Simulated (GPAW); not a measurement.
# Near-edge structure at the O K edge of ZnO (zincite, P6_3mc), part 4 of 4

Aim: the dependence of the O K near-edge features of ZnO (zincite, P6_3mc) on volume.

GPAW 26.7.0; X-ray absorption from dipole matrix elements to empty bands, plane-wave PAW revPBE.

So far. Step 10 (Spectrum with FCH, O atom 3): Against the first run the r.m.s. difference is 5 %. The highest intensity below 16 eV goes from 7.0 eV (3.09) to 6.9 eV (3.11).

### 12. Spectrum with FCH, O atom 3

Shorter bonds are expected to push antibonding states and scattering resonances up, and longer ones down; the cell is scaled to test that.

Changed against the first core-hole run: volume scale from 1 to 1.06.

Input file xas.py:

```python
import numpy as np
from ase import Atoms
from ase.parallel import parprint, paropen
from gpaw import GPAW, PW, FermiDirac, Mixer, MixerDif, setup_paths
from gpaw.test import gen
setup_paths.insert(0, '.')
gen('O', name='fch1s', xcname='revPBE', corehole=(1, 0, 1), write_xml=True)
from gpaw.mpi import world
world.barrier()

atoms = Atoms('Zn6O6',
    cell=[[0, -5.73834685, 0],
     [4.96955415, -2.86917343, 0],
     [-1.65651805, 2.86917343, 5.30780765]],
    scaled_positions=[[0.66666667, 0.33333333, 0],
     [0, 0.66666667, 0],
     [0.33333333, 0, 0],
     [0.83333333, 0.16666667, 0.5],
     [0.16666667, 0.5, 0.5],
     [0.5, 0.83333333, 0.5],
     [0.95967, 0.29300333, 0.87901],
     [0.29300333, 0.62633667, 0.87901],
     [0.62633667, 0.95967, 0.87901],
     [0.79300333, 0.45967, 0.37901],
     [0.12633667, 0.79300333, 0.37901],
     [0.45967, 0.12633667, 0.37901]],
    pbc=True)
atoms.calc = calc = GPAW(legacy_gpaw=True, mode=PW(500, force_complex_dtype=True), xc='revPBE', setups={6: 'fch1s'},
    kpts={'size': (4, 4, 4), 'gamma': True}, occupations=FermiDirac(0.02),
    charge=0, mixer=Mixer(0.1, 5, 50), maxiter=150,
    convergence={'density': 0.0001, 'eigenstates': 1e-6}, txt='scf.txt')
energy = atoms.get_potential_energy() + calc.get_reference_energy()
ef = calc.get_fermi_level()
out = dict(energy=energy, fermi=ef, forces=atoms.get_forces().tolist())
parprint(f'all-electron energy {energy:.4f} eV, Fermi level {ef:.4f} eV')
ev = np.array([[calc.get_eigenvalues(k, s) for k in range(len(calc.get_ibz_k_points()))] for s in range(calc.get_number_of_spins())])
out['homo'], out['lumo'], out['counts'] = ev[ev < ef].max(), ev[ev > ef].min(), sorted(set((ev < ef).sum((0, 2)).tolist()))
out['filled'] = (ev[:, 0] < ef).sum(1).tolist()

from ase.units import Ha
from gpaw.xas import dipole_matrix_elements
nb = int(calc.get_number_of_electrons() / 2) + 93
top, nb = nb, nb + 8 + nb // 12
nscf = calc.fixed_density(kpts={'size': (5, 5, 5), 'gamma': True}, nbands=nb,
    convergence={'bands': top, 'eigenstates': 5e-3}, maxiter=60, txt='nscf.txt')
cell = atoms.cell.array
ops = [cell.T @ U.T @ np.linalg.inv(cell.T) for U in nscf.wfs.kd.symmetry.op_scc]
filled = [54]  # bands filled in the ground state, by spin
E = np.arange(-6, 34, 0.1)
fwhm = np.interp(E, [4, 25], [0.9, 3.5])
Y, X, zero, highest = 0, 0, 1e9, 1e9
for spin in range(nscf.get_number_of_spins()):
    wfs = nscf.wfs
    mine = wfs.bd.get_slice()  # this rank's bands
    A = dipole_matrix_elements(wfs.setups[6])
    eps = np.zeros((wfs.kd.nibzkpts, nb))
    d = np.zeros((3, A.shape[1], wfs.kd.nibzkpts, nb), complex)
    for kpt in wfs.kpt_u:
        if kpt.s == spin and 6 in kpt.P_ani:
            eps[kpt.k, mine] = kpt.eps_n * Ha
            d[:, :, kpt.k, mine] = (kpt.weight * wfs.nspins / 2) ** 0.5 * np.inner(A, kpt.P_ani[6])
    world.sum(eps)
    world.sum(d)
    T = np.einsum('amkn,bmkn->abkn', d, d.conj()).real
    T = sum(np.einsum('ai,ijkn,bj->abkn', R, T, R) for R in ops) / len(ops)
    empty = np.ones_like(eps, bool) & (np.arange(nb) >= filled[spin])
    zero, highest = min(zero, eps[empty].min()), min(highest, eps[:, top - 1].min())
    lines = [(eps, T, empty)] if spin == 0 else lines + [(eps, T, empty)]
for eps, T, empty in lines:
    f = np.einsum('aakn->akn', T).reshape(3, -1)
    x = eps.ravel() - zero
    w = np.interp(x, E, fwhm) / 2.35482
    g = np.exp(-0.5 * ((E[:, None] - x) / w) ** 2) / (w * (2 * np.pi) ** 0.5)
    Y = Y + (f * empty.ravel()) @ g.T
    X = X + (f * ~empty.ravel()) @ g.T
out.update(E=E.round(2).tolist(), xas=Y.tolist(), xes=X.tolist(), zero=zero, valid=highest - zero, nk=len(eps), nb=nb)
for i in range(0, len(E), 10):
    parprint(f'{E[i]:7.2f}', *(f'{v:10.3e}' for v in Y[:, i]))
import json
with paropen('out.json', 'w') as f:
    json.dump(out, f)
```

Started as:

```bash
$ OMP_NUM_THREADS=1 mpirun -n 4 gpaw python xas.py
```

Numbers of over 12 decimals in the logs are rounded to 6 here.

What it wrote:

```text
Input parameters:
  convergence: {density: 0.0001,
                eigenstates: 1e-06}
  kpts: {gamma: True,
         size: (4, 4, 4)}
  maxiter: 150
  mixer: {backend: pulay,
          beta: 0.1,
          method: separate,
          nmaxold: 5,
          weight: 50}
  mode: {ecut: 500.0,
         force_complex_dtype: True,
         name: pw}
  occupations: {fixmagmom: False,
                name: fermi-dirac,
[...]
*p    :    -0.060364
*d    :     0.000000
--------------------------------

Diagonalizing with gridspacing h=0.050

state   all-electron     PAW
-------------------------------
2s:      -1.610682    -1.612130
2p:      -1.060364    -1.066633
*d:                   -0.064109
*f:                   -0.013753
-------------------------------
all-electron energy -304963.0800 eV, Fermi level 3.7347 eV
[...]
32.00  3.537e-05  3.538e-05  3.176e-05
  33.00  3.502e-05  3.502e-05  3.368e-05
[key lines of the parts left out:]
Converged after 17 iterations.
Dipole moment: (2.792621, -5.644216, 4.027461) |e|*Ang
Free energy:    -70.465237
Fermi level: 3.73469
```

Run time: 2.5 min. Hardware: 4 MPI ranks of AMD EPYC 9R14 (Zen 4), shared host; peak memory 0.61 GiB.

```csv
E (eV),first run,this run
-2.0,0.00,0.00
-1.0,0.00,0.00
0.0,0.00,0.00
1.0,0.08,0.08
2.0,0.28,0.29
3.0,0.60,0.66
4.0,1.43,1.57
5.0,2.05,2.13
6.0,2.28,2.41
7.0,3.09,3.03
8.0,1.92,1.51
9.0,0.89,0.89
10.0,1.05,1.06
11.0,0.92,0.93
12.0,0.98,1.06
13.0,0.98,0.94
14.0,0.73,0.63
15.0,0.52,0.47
16.0,0.44,0.42
17.0,0.42,0.43
18.0,0.45,0.50
19.0,0.55,0.64
20.0,0.70,0.80
21.0,0.85,0.94
22.0,0.98,1.04
23.0,1.07,1.15
24.0,1.18,1.30
25.0,1.33,1.43
26.0,1.43,1.44
27.0,1.41,1.30
28.0,1.26,1.09
29.0,1.05,0.90
30.0,0.87,0.76
31.0,0.74,0.67
32.0,0.66,0.63
```

The scaled spectrum changes by 9 % r.m.s. The highest intensity below 16 eV goes from 7.0 eV (3.09) to 6.8 eV (3.10).

The photon energy of the zero moves by -0.26 eV.

### 13. The volumes side by side

```csv
volume,nearest distance (Å),shift of the zero (eV),maximum 1 (eV above own zero),maximum 2 (eV above own zero),maximum 3 (eV above own zero)
0.94,1.933,+0.29,7.2,10.3,12.9
0.97,1.953,+0.14,7.1,10.2,12.7
1,1.973,+0.00,7.0,10.1,12.5
1.03,1.993,-0.13,6.9,10.0,12.4
1.06,2.012,-0.26,6.8,9.9,12.2
```

The curves, each shifted by its zero's change so that they share one photon-energy axis, counted from the zero at V × 1:

```csv
E (eV),V × 0.94,V × 0.97,V × 1,V × 1.03,V × 1.06
-2.0,0.00,0.00,0.00,0.00,0.00
-1.0,0.00,0.00,0.00,0.00,0.00
0.0,0.00,0.00,0.00,0.01,0.01
1.0,0.05,0.06,0.08,0.09,0.11
2.0,0.19,0.24,0.28,0.30,0.33
3.0,0.40,0.50,0.60,0.71,0.81
4.0,0.99,1.20,1.43,1.64,1.80
5.0,1.80,1.93,2.05,2.11,2.09
6.0,2.09,2.15,2.28,2.50,2.73
7.0,2.74,2.97,3.09,3.01,2.74
8.0,2.72,2.37,1.92,1.49,1.18
9.0,1.31,1.02,0.89,0.90,0.95
10.0,0.95,1.01,1.05,1.05,1.02
11.0,1.00,0.95,0.92,0.92,0.95
12.0,0.90,0.93,0.98,1.03,1.07
13.0,0.97,0.99,0.98,0.94,0.86
14.0,0.88,0.81,0.73,0.64,0.57
15.0,0.64,0.57,0.52,0.48,0.45
16.0,0.49,0.46,0.44,0.42,0.42
17.0,0.43,0.42,0.42,0.43,0.44
18.0,0.41,0.42,0.45,0.49,0.53
19.0,0.45,0.50,0.55,0.62,0.68
20.0,0.56,0.63,0.70,0.77,0.84
21.0,0.70,0.78,0.85,0.92,0.97
22.0,0.85,0.92,0.98,1.03,1.06
23.0,0.98,1.03,1.07,1.12,1.18
24.0,1.07,1.12,1.18,1.26,1.34
25.0,1.17,1.25,1.33,1.40,1.44
26.0,1.31,1.38,1.43,1.44,1.41
27.0,1.40,1.43,1.41,1.34,1.25
28.0,1.40,1.35,1.26,1.15,1.04
29.0,1.27,1.16,1.05,0.94,0.85
30.0,1.07,0.96,0.87,0.79,0.73
31.0,0.89,0.81,0.74,0.69,0.65
32.0,0.76,0.70,0.66,0.63,0.63
```

### 14. Summary of results

```
absorber and edge                               : O K, atom 3 of the ground-state input (counted from 1)
surroundings                                    : 4 Zn at 1.97 Å (tetrahedral, site symmetry 3m)
highest intensity below 16 eV                   : 7.0 eV above the zero, height 3.09
photon energy of the zero, with the added terms : 528.9 eV (raw 537.8 eV; uncertain by a few eV)
```

What this shows: From V × 0.94 to V × 1.06 the nearest distance grows by 0.079 Å and the zero moves by -0.55 eV. Above their own zero, the maxima move from 7.2 to 6.8 eV, from 10.3 to 9.9 eV and from 12.9 to 12.2 eV. The one highest in energy moves most, in the direction that the rule ΔE·R² ≈ constant for scattering resonances gives. The O K edge of atom 3, with 4 Zn at 1.97 Å (tetrahedral, site symmetry 3m), has its highest intensity of the first 16 eV at 7.0 eV above the zero, near 536 eV in photon energy (uncertain by a few eV), 3.1 times the mean level of the first 20 eV (Gaussian full width 0.9 eV up to 4 eV, rising linearly to 3.5 eV at 25 eV). At the O K edge of atom 3 polarisation matters most near 9.8 eV, where the curves differ by 1.0 on this scale. The holes are only 5.6 Å apart, so the shape is probably not converged with cell size; no larger cell was run here. The mesh is coarse (0.27 Å⁻¹ between points), so small maxima may be mesh ripples. The structure is a published determination, not relaxed.

[Banner, clock and machine lines of the logs are left out without a mark of their own.]

[Logs are printed without paths, hosts, clocks, repeated set-up lines and the standing remarks that a program may print on its own settings, such as how far it seeks lower states.]

[Hosts, paths, dates, database ids (printed as entryN), source tags and the programs' standing remarks are cut or masked in the printed files.]

[Lists of maxima count a maximum above −3 eV only where it reaches 4 % of the highest in the window and stands out from its surroundings by 2 % of it (1.5 % where it reaches 55 %); shoulders and weaker maxima are passed over, and of the rest the first, up to two pre-edge ones and the few strongest are named.]
